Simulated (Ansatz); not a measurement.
The calculation used Ansatz 0.2.0, DFT PBE, scalar-relativistic, plane waves, PAW. All cells share a 420 eV cutoff and Γ-centred k meshes spaced at most 0.3 Å⁻¹ (0.19 for metals, 2π included).

These are static lattice energies at zero pressure. The comparison covers the computed candidates alone. For metals, differences of a few meV/atom aren't resolved. No run is spin-polarised.

Problem. Order these relaxed structures of Ge₃Se₂ by energy, lowest first, with the energy over the lowest of them.
A.

```cif
data_structure
_symmetry_space_group_name_H-M 'R-3c:H'
_symmetry_Int_Tables_number 167
_cell_length_a 7.5424
_cell_length_b 7.5424
_cell_length_c 17.9934
_cell_angle_alpha 90.000
_cell_angle_beta 90.000
_cell_angle_gamma 120.000
_cell_volume 886.47
loop_
_atom_site_label
_atom_site_type_symbol
_atom_site_symmetry_multiplicity
_atom_site_Wyckoff_symbol
_atom_site_fract_x
_atom_site_fract_y
_atom_site_fract_z
_atom_site_occupancy
Ge1 Ge 18 e 0.57126 0.66667 0.41667 1
Se1 Se 12 c 0.33333 0.66667 0.52174 1
```

B.

```cif
data_structure
_symmetry_space_group_name_H-M 'R-3m:H'
_symmetry_Int_Tables_number 166
_cell_length_a 3.8782
_cell_length_b 3.8782
_cell_length_c 24.7998
_cell_angle_alpha 90.000
_cell_angle_beta 90.000
_cell_angle_gamma 120.000
_cell_volume 323.03
loop_
_atom_site_label
_atom_site_type_symbol
_atom_site_symmetry_multiplicity
_atom_site_Wyckoff_symbol
_atom_site_fract_x
_atom_site_fract_y
_atom_site_fract_z
_atom_site_occupancy
Ge1 Ge 3 a 0.00000 0.00000 0.00000 1
Ge2 Ge 6 c 0.00000 0.00000 0.19479 1
Se1 Se 6 c 0.33333 0.66667 0.06629 1
```

Solution. B (0 meV/atom), A (214 meV/atom).